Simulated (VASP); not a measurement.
# Cl (Cmce) in VASP: notebook

Runs on Cl. Level: PBE+D3(BJ). Tasks: equation of state.

All numbers are computed with VASP 6.6.1; they aren't measurements. Logs are shortened: lines on timing, memory, paths and dates and some standing lists are left out, and cuts for length are marked.

## (1) Starting point

It takes space group Cmce (No. 64, orthorhombic). Conventional cell: a = 6.539 Å, b = 4.111 Å, c = 8.098 Å, α = 90.00°, β = 90.00°, γ = 90.00°. Cl (site symmetry m) has 1 Cl at 2.02 Å as nearest neighbours.

## (2) Equation of state, PBE+D3(BJ), 26.13 Å³/atom (a relaxed cell with its volume scaled by 0.96)

Input file INCAR:

```
  ALGO = Normal
  EDIFF = 1E-6
  ENCUT = 520
  GGA = PE
  ISIF = 2
  ISMEAR = 0
  IVDW = 12
  KPAR = 2
  LASPH = T
  LCHARG = F
  LREAL = F
  LWAVE = F
  NELM = 100
  PREC = Accurate
  SIGMA = 0.02
```

Input file KPOINTS:

```
k-points
0
Gamma
  6 6 4
```

Input file POSCAR:

```
Cl                                      
1.0
    3.2254635067     -2.0277795402      0.0000000000
    3.2254635067      2.0277795402     -0.0000000000
    0.0000000000      0.0000000000      7.9886625833
  Cl            
     4
Direct
     0.3763665434775102    0.6236334565224901    0.3923619643985947
     0.1236334565224898    0.8763665434775099    0.8923619643985949
     0.6236334565224901    0.3763665434775102    0.6076380356014051
     0.8763665434775099    0.1236334565224898    0.1076380356014053
```

Potentials or basis: VASP PAW PBE potentials, release 64 (Cl).

The run is started by

```
$ cat potpaw_PBE.64/Cl/POTCAR > POTCAR
$ mpirun -np 2 vasp_std > vasp.out
```

OUTCAR:

```text
EDIFF = 1E-6
   ENCUT = 520
   GGA = PE
   ISIF = 2
   ISMEAR = 0
   IVDW = 12
   LASPH = T
   LREAL = F
   NELM = 100
   PREC = Accurate
 IVDW          = 12

 ion  position               nearest neighbor table
   1  0.376  0.624  0.392-   3 1.99
   2  0.124  0.876  0.892-   4 1.99
   3  0.624  0.376  0.608-   1 1.99
   4  0.876  0.124  0.108-   2 1.99

  LATTYP: Found a base centered orthorhombic cell.
 ALAT       =     4.0555590804
 B/A-ratio  =     1.5906381551
 C/A-ratio  =     1.9698055003

  Lattice vectors:

 A1 = (  -3.2254635067,  -2.0277795402,   0.0000000000)
 A2 = (   3.2254635067,  -2.0277795402,   0.0000000000)
 A3 = (   0.0000000000,   0.0000000000,   7.9886625833)

Analysis of symmetry for initial positions (statically):
=====================================================================
 Subroutine PRICEL returns:
 Original cell was already a primitive cell.

 Routine SETGRP: Setting up the symmetry group for a
 base centered orthorhombic supercell.

 Subroutine GETGRP returns: Found  8 space group operations
 (whereof  4 operations were pure point group operations)
 out of a pool of  8 trial point group operations.

The static configuration has the point symmetry C_2h.
 The point group associated with its full space group is D_2h.

Analysis of symmetry for dynamics (positions and initial velocities):
=====================================================================
 Subroutine PRICEL returns:
 Original cell was already a primitive cell.

 Routine SETGRP: Setting up the symmetry group for a
 base centered orthorhombic supercell.

 Subroutine GETGRP returns: Found  8 space group operations
 (whereof  4 operations were pure point group operations)
 out of a pool of  8 trial point group operations.

The dynamic configuration has the point symmetry C_2h.
 The point group associated with its full space group is D_2h.

 Subroutine INISYM returns: Found  8 space group operations
 (whereof  4 operations are pure point group operations),
 and found     1 'primitive' translations

----------------------------------------------------------------------------------------

                                     Primitive cell

  volume of cell :     104.5002

  direct lattice vectors                    reciprocal lattice vectors
     3.225463507 -2.027779540  0.000000000     0.155016480 -0.246575128  0.000000000
     3.225463507  2.027779540  0.000000000     0.155016480  0.246575128  0.000000000
     0.000000000  0.000000000  7.988662583     0.000000000  0.000000000  0.125177399

  length of vectors
     3.809921875  3.809921875  7.988662583     0.291254876  0.291254876  0.125177399

  position of ions in fractional coordinates (direct lattice)
     0.376366543  0.623633457  0.392361964
     0.123633457  0.876366543  0.892361964
     0.623633457  0.376366543  0.607638036
     0.876366543  0.123633457  0.107638036

  ion indices of the primitive-cell ions
   primitive index   ion index
                 1           1
                 2           2
                 3           3
                 4           4

----------------------------------------------------------------------------------------

 KPOINTS: k-points

Automatic generation of k-mesh.
 Grid dimensions read from file:
 generate k-points for:    6    6    4

 Generating k-lattice:

  Cartesian coordinates                     Fractional coordinates (reciprocal lattice)
     0.025836080 -0.041095855  0.000000000     0.166666667  0.000000000  0.000000000
     0.025836080  0.041095855  0.000000000     0.000000000  0.166666667  0.000000000
     0.000000000  0.000000000  0.031294350     0.000000000  0.000000000  0.250000000

  Length of vectors
     0.048542479  0.048542479  0.031294350

  Shift w.r.t. Gamma in fractional coordinates (k-lattice)
     0.000000000  0.000000000  0.000000000

 Subroutine IBZKPT returns following result:
 ===========================================

 Found     39 irreducible k-points:

 Following reciprocal coordinates:
            Coordinates               Weight
  0.000000  0.000000  0.000000      1.000000
  0.166667  0.000000  0.000000      4.000000
  0.333333  0.000000  0.000000      4.000000
  0.500000  0.000000  0.000000      2.000000
  0.166667  0.166667  0.000000      2.000000
  0.333333  0.166667  0.000000      4.000000
[... 16 lines left out ...]
  0.333333  0.333333  0.250000      4.000000
  0.500000  0.333333  0.250000      8.000000
 [... further k-points ...]
   k-points           NKPTS =     39   k-points in BZ     NKDIM =     39   number of bands    NBANDS=     18
   number of dos      NEDOS =    301   number of ions     NIONS =      4
   total plane-waves  NPLWV =  47040
   dimension x,y,z NGX =    28 NGY =   28 NGZ =   60
   dimension x,y,z NGXF=    56 NGYF=   56 NGZF=  120
   ions per type =               4
   NGX,Y,Z   is equivalent  to a cutoff of  12.22, 12.22, 12.49 a.u.
   NGXF,Y,Z  is equivalent  to a cutoff of  24.44, 24.44, 24.97 a.u.
 SYSTEM =  unknown system
   PREC   = accura    normal or accurate (medium, high low for compatibility)
   ISTART =      0    job   : 0-new  1-cont  2-samecut
   ICHARG =      2    charge: 1-file 2-atom 10-const
   ISPIN  =      1    spin polarized calculation?
   LNONCOLLINEAR =      F non collinear calculations
   LSORBIT =      F    spin-orbit coupling
   LASPH  =      T    aspherical Exc in radial PAW
   ENCUT  =  520.0 eV  38.22 Ry    6.18 a.u.   7.08  7.08 14.85*2*pi/ulx,y,z
   NELM   =    100;   NELMIN=  2; NELMDL= -5     # of ELM steps
   EDIFF  = 0.1E-05   stopping-criterion for ELM
   LREAL  =      F    real-space projection
   EDIFFG = 0.1E-04   stopping-criterion for IOM
   NSW    =      0    number of steps for IOM
   IBRION =     -1    ionic relax: 0-MD 1-quasi-New 2-CG
   NFREE  =      0    steps in history (QN), initial steepest desc. (CG)
   ISIF   =      2    stress and relaxation
   ISYM   =      2    0-nonsym 1-usesym 2-fastsym
   POTIM  = 0.5000    time-step for ionic-motion
   TEBEG  =    0.0;   TEEND  =   0.0 temperature during run
   PSTRESS=    0.0 pullay stress
   NELECT =      28.0000    total number of electrons
   NUPDOWN=      -1.0000    fix difference up-down
   EMIN   =  10.00;   EMAX   =-10.00  energy-range for DOS
   EFERMI =   0.00;   METHOD = LEGACY
   ISMEAR =     0;   SIGMA  =   0.02  broadening in eV -4-tet -1-fermi 0-gaus
   EFERMI_NEDOS =   21; number of points for ismear=-14 and -15
   IALGO  =     38    algorithm
   IMIX   =      4    mixing-type and parameters
     AMIX     =   0.40;   BMIX     =  1.00
     AMIX_MAG =   1.60;   BMIX_MAG =  1.00
  volume/ion in A,a.u.               =      26.13       176.30
  Fermi-wavevector in a.u.,A,eV,Ry     =   1.055412  1.994439 15.155443  1.113894
  Thomas-Fermi vector in A             =   2.190609
   LORBIT       =      0    0 simple, 1 ext, 2 COOP (PROOUT), +10 PAW based schemes
   GGA     = PE    functional components
   LHFCALC =     F    Hartree Fock is set to
   AEXX    =    0.0000 exact exchange contribution
   IVDW    =    12    specifies the selected vdW correction
   LEPSILON=     F    determine dielectric tensor
   LRPA    =     F    only Hartree local field effects (RPA)
 non-spin polarized calculation
 Gauss-broadening in eV      SIGMA  =   0.02
  energy-cutoff  :      520.00
  volume of cell :      104.50
 maximum number of plane-waves:      2848
   NGX = 15   NGY = 15   NGZ = 29

 number of electron      27.9999992 magnetization

 Free energy of the ion-electron system (eV)
  ---------------------------------------------------
  ext. energy  EPLUGINS =         0.00000000
  ---------------------------------------------------
  free energy    TOTEN  =        -7.25702822 eV

  energy without entropy =       -7.25702822  energy(sigma->0) =       -7.25702822

 E-fermi :   0.4078     XC(G=0):  -8.2025

 val. band max:        0.3129953887   @ k =   0.0000   0.0000   0.0000
 cond. band min:       2.8169832344   @ k =   0.0000   0.0000   0.0000
 fundamental gap:      2.5039878457
 Fermi energy:         0.4077625574

 k-point     1 :       0.0000    0.0000    0.0000
  band No.  band energies     occupation
      1     -16.7578      2.00000
      2     -16.4012      2.00000
      3     -12.7389      2.00000
      4     -11.7155      2.00000
      5      -5.5868      2.00000
      6      -4.1379      2.00000
[... 10 lines left out ...]
     17       7.1870      0.00000
     18       7.4285      0.00000

 k-point     2 :       0.1667    0.0000    0.0000
  band No.  band energies     occupation
      1     -16.6889      2.00000
      2     -16.3755      2.00000
      3     -12.6698      2.00000
      4     -11.7901      2.00000
      5      -5.5689      2.00000
      6      -4.2858      2.00000
[... 10 lines left out ...]
     17       7.7315      0.00000
     18       7.9299      0.00000

 k-point     3 :       0.3333    0.0000    0.0000
  band No.  band energies     occupation
      1     -16.5274      2.00000
      2     -16.3407      2.00000
      3     -12.4882      2.00000
      4     -11.9894      2.00000
      5      -5.4948      2.00000
      6      -4.7432      2.00000
[... 10 lines left out ...]
     17       8.3362      0.00000
     18       8.5007      0.00000

 k-point     4 :       0.5000    0.0000    0.0000
  band No.  band energies     occupation
      1     -16.3831      2.00000
      2     -16.3831      2.00000
      3     -12.2450      2.00000
      4     -12.2450      2.00000
      5      -5.2411      2.00000
      6      -5.2411      2.00000
[... 375 lines left out ...]
      4     -12.0600      2.00000
      5      -5.3849      2.00000
      6      -4.7406      2.00000
[... 10 lines left out ...]
     17       8.4336      0.00000
     18       8.8247      0.00000

 k-point    23 :       0.3333    0.3333    0.2500
  band No.  band energies     occupation
      1     -16.5460      2.00000
      2     -16.3266      2.00000
      3     -12.4405      2.00000
      4     -11.8287      2.00000
      5      -5.2756      2.00000
      6      -4.4682      2.00000
[... 10 lines left out ...]
     17       9.0332      0.00000
     18       9.0626      0.00000

 k-point    24 :       0.5000    0.3333    0.2500
  band No.  band energies     occupation
      1     -16.4747      2.00000
      2     -16.2935      2.00000
      3     -12.3824      2.00000
      4     -11.8921      2.00000
      5      -5.2469      2.00000
      6      -4.5910      2.00000
[... 10 lines left out ...]
     17       9.0309      0.00000
     18       9.4782      0.00000

 [... further k-points ...]

------------------------ aborting loop because EDIFF is reached ----------------------------------------

 Edisp (eV)   -0.68318

 E8    (eV) :    -0.2302

  FORCE on cell =-STRESS in cart. coord.  units (eV):
  Direction    XX          YY          ZZ          XY          YZ          ZX
  --------------------------------------------------------------------------------------
  -------------------------------------------------------------------------------------
  Total       0.12110     0.76946     1.83978     0.00000     0.00000     0.00000
  in kB       1.85665    11.79720    28.20723     0.00000     0.00000     0.00000
  external pressure =       13.95 kB  Pullay stress =        0.00 kB

 VOLUME and BASIS-vectors are now :
 -----------------------------------------------------------------------------
  energy-cutoff  :      520.00
  volume of cell :      104.50
      direct lattice vectors                 reciprocal lattice vectors
     3.225463507 -2.027779540  0.000000000     0.155016480 -0.246575128  0.000000000
     3.225463507  2.027779540  0.000000000     0.155016480  0.246575128  0.000000000
     0.000000000  0.000000000  7.988662583     0.000000000  0.000000000  0.125177399

 POSITION                                       TOTAL-FORCE (eV/Angst)
 -----------------------------------------------------------------------------------
      3.22546      0.50140      3.13445         0.000000      0.247639     -0.389812
      3.22546      1.52638      7.12878         0.000000     -0.247639     -0.389812
      3.22546     -0.50140      4.85422         0.000000     -0.247639      0.389812
      3.22546     -1.52638      0.85988         0.000000      0.247639      0.389812
 -----------------------------------------------------------------------------------
    total drift:                               -0.000000     -0.000000     -0.000000

  FREE ENERGIE OF THE ION-ELECTRON SYSTEM (eV)
  ---------------------------------------------------
  free  energy   TOTEN  =        -7.9402032640 eV

  energy  without entropy=       -7.9402032640  energy(sigma->0) =       -7.94020326
```

It took 22 s on 2 MPI ranks of Intel Xeon Platinum 8259CL at 2.50GHz (Skylake/Cascade Lake), shared host; peak memory 0.22 GiB.

Results:

```
Free energy                : -7.9402 eV
Pressure                   : 1.4 GPa
Largest force              : 0.462 eV/Å
Band gap on the k mesh     : 2.50 eV, direct
Dispersion energy per atom : -0.171 eV
```

## (3) Equation of state, PBE+D3(BJ), 26.67 Å³/atom (a relaxed cell with its volume scaled by 0.98)

INCAR is that of step 2.

KPOINTS is that of step 2.

POSCAR, as its differences from that of step 2:

```diff
@@ -2,5 +2,5 @@
 1.0
-    3.2254635067     -2.0277795402      0.0000000000
-    3.2254635067      2.0277795402     -0.0000000000
-    0.0000000000      0.0000000000      7.9886625833
+    3.2477087856     -2.0417646687      0.0000000000
+    3.2477087856      2.0417646687     -0.0000000000
+    0.0000000000      0.0000000000      8.0437585490
   Cl
```

Potentials or basis: VASP PAW PBE potentials, release 64 (Cl).

The run is started by

```
$ cat potpaw_PBE.64/Cl/POTCAR > POTCAR
$ mpirun -np 2 vasp_std > vasp.out
```

Run time: 28 s. Hardware: 2 MPI ranks of Intel Xeon Platinum 8259CL at 2.50GHz (Skylake/Cascade Lake), shared host; peak memory 0.23 GiB.

It converged, with:

```
Free energy                : -7.9550 eV
Pressure                   : 0.6 GPa
Largest force              : 0.227 eV/Å
Band gap on the k mesh     : 2.42 eV, direct
Dispersion energy per atom : -0.167 eV
```

## (4) Equation of state, PBE+D3(BJ), 27.21 Å³/atom

INCAR is that of step 3.

KPOINTS is that of step 3.

POSCAR, as its differences from that of step 3:

```diff
@@ -2,5 +2,5 @@
 1.0
-    3.2477087856     -2.0417646687      0.0000000000
-    3.2477087856      2.0417646687     -0.0000000000
-    0.0000000000      0.0000000000      8.0437585490
+    3.2696534296     -2.0555607944      0.0000000000
+    3.2696534296      2.0555607944     -0.0000000000
+    0.0000000000      0.0000000000      8.0981099176
   Cl
```

The run is started by

```
$ cat potpaw_PBE.64/Cl/POTCAR > POTCAR
$ mpirun -np 2 vasp_std > vasp.out
```

Wall time 28 s (2 MPI ranks of Intel Xeon Platinum 8259CL at 2.50GHz (Skylake/Cascade Lake), shared host); peak memory 0.23 GiB.

It converged, with:

| Item | Value |
| --- | --- |
| Free energy | -7.9601 eV |
| Pressure | 0.0 GPa |
| Largest force | 0.010 eV/Å |
| Band gap on the k mesh | 2.35 eV, direct |
| Dispersion energy per atom | -0.163 eV |

## (5) Equation of state, PBE+D3(BJ), 27.76 Å³/atom (a relaxed cell with its volume scaled by 1.02)

INCAR is that of step 4.

KPOINTS is that of step 4.

POSCAR, as its differences from that of step 4:

```diff
@@ -2,5 +2,5 @@
 1.0
-    3.2696534296     -2.0555607944      0.0000000000
-    3.2696534296      2.0555607944     -0.0000000000
-    0.0000000000      0.0000000000      8.0981099176
+    3.2913073946     -2.0691741765      0.0000000000
+    3.2913073946      2.0691741765     -0.0000000000
+    0.0000000000      0.0000000000      8.1517413476
   Cl
```

The run is started by

```
$ cat potpaw_PBE.64/Cl/POTCAR > POTCAR
$ mpirun -np 2 vasp_std > vasp.out
```

Run time: 29 s. Hardware: 2 MPI ranks of Intel Xeon Platinum 8259CL at 2.50GHz (Skylake/Cascade Lake), shared host; peak memory 0.24 GiB.

It converged, with:

```
Free energy                : -7.9566 eV
Pressure                   : -0.6 GPa
Largest force              : 0.194 eV/Å
Band gap on the k mesh     : 2.28 eV, direct
Dispersion energy per atom : -0.159 eV
```

## (6) Equation of state, PBE+D3(BJ), 28.30 Å³/atom (a relaxed cell with its volume scaled by 1.04)

INCAR is that of step 5.

KPOINTS is that of step 5.

POSCAR, as its differences from that of step 5:

```diff
@@ -2,5 +2,5 @@
 1.0
-    3.2913073946     -2.0691741765      0.0000000000
-    3.2913073946      2.0691741765     -0.0000000000
-    0.0000000000      0.0000000000      8.1517413476
+    3.3126801194     -2.0826107489      0.0000000000
+    3.3126801194      2.0826107489     -0.0000000000
+    0.0000000000      0.0000000000      8.2046762162
   Cl
```

Potentials or basis: VASP PAW PBE potentials, release 64 (Cl).

The run is started by

```
$ cat potpaw_PBE.64/Cl/POTCAR > POTCAR
$ mpirun -np 2 vasp_std > vasp.out
```

Wall time 30 s (2 MPI ranks of Intel Xeon Platinum 8259CL at 2.50GHz (Skylake/Cascade Lake), shared host); peak memory 0.24 GiB.

It converged, with:

```yaml
Free_energy: -7.9453 eV
Pressure: -1.2 GPa
Largest_force: 0.383 eV/Å
Band_gap_on_the_k_mesh: 2.21 eV, direct
Dispersion_energy_per_atom: -0.155 eV
```

## (7) Equation of state, PBE+D3(BJ)

No new run: the results of the series are fitted here.

Results:

```
Equilibrium volume                        : 27.25 Å³/atom
Bulk modulus at fixed shape and positions : 32 GPa
Pressure derivative of the bulk modulus   : 4.5 (rough: it moves with the points fitted)
```

Energy against volume, from the lowest point:
```csv
volume (Å³/atom),energy (meV/atom)
26.125,4.97
26.669,1.27
27.214,0.00
27.758,0.88
28.302,3.70
```

Caveat: the cell was scaled at fixed shape and fractional positions, which overstates the stiffness of a crystal with free parameters, most of all of layers and chains.
